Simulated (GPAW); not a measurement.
Input of a GPAW 26.7.0 run:

Contents of run.py:

```python
from ase.dft.bandgap import bandgap
from ase.io import read, write
from ase.units import GPa
from gpaw import GPAW, PW

atoms = read('CuAu.xyz')

calc = GPAW(mode=PW(450),
            xc='PBE',
            kpts={'size': (9, 9, 9), 'gamma': True},
            occupations={'name': 'fermi-dirac', 'width': 0.05},
            nbands=23,
            maxiter=120,
            txt='gpaw.txt')
atoms.calc = calc
energy = atoms.get_potential_energy()
forces = atoms.get_forces()
stress = atoms.get_stress()
calc.write('gs.gpw')
write('result.traj', atoms)
print(f'Energy: {energy:.6f} eV')
print('Forces (eV/A):')
print(forces.round(4))
print('Stress (GPa):', (stress / GPa).round(3))
print('Fermi level:', round(calc.get_fermi_level(), 4), 'eV')
print(f'Gap: {bandgap(calc)[0]:.4f} eV, direct: {bandgap(calc, direct=True)[0]:.4f} eV')
```

Contents of CuAu.xyz:

```xyz
2
Lattice="1.4430568479 0.8331492596 4.2561707609 -1.4430568479 0.8331492596 4.2561707609 0.0000000000 -1.6662985192 4.2561707609" Properties=species:S:1:pos:R:3 pbc="T T T"
Au     0.0000000000      0.0000000000      0.0000000000
Cu     0.0000000000      0.0000000000      6.3842561414
```

Potentials or basis: GPAW PAW data sets (gpaw-data 1.2.1), pw.

Command:

```console
$ OMP_NUM_THREADS=1 python run.py
```

Predict the band gap on the k mesh.

none (metal or under the smearing width).

What does it give for the pressure?

-1.1 GPa.

Stress tensor (GPa, compression positive):
```
-2.46  0.00  0.00
 0.00 -2.46  0.00
 0.00  0.00  1.50
```

Caveat: with these Cu and Au data sets, volumes or pressures lay over 1.5 % or 2 GPa off other programs in two to four cells of ten; the cutoff is short for stress and forces, so pressures can be off by a GPa or more; the program warned that so skewed a cell can give wrong results. The run has no spin-orbit coupling, so splittings on Au are missing.
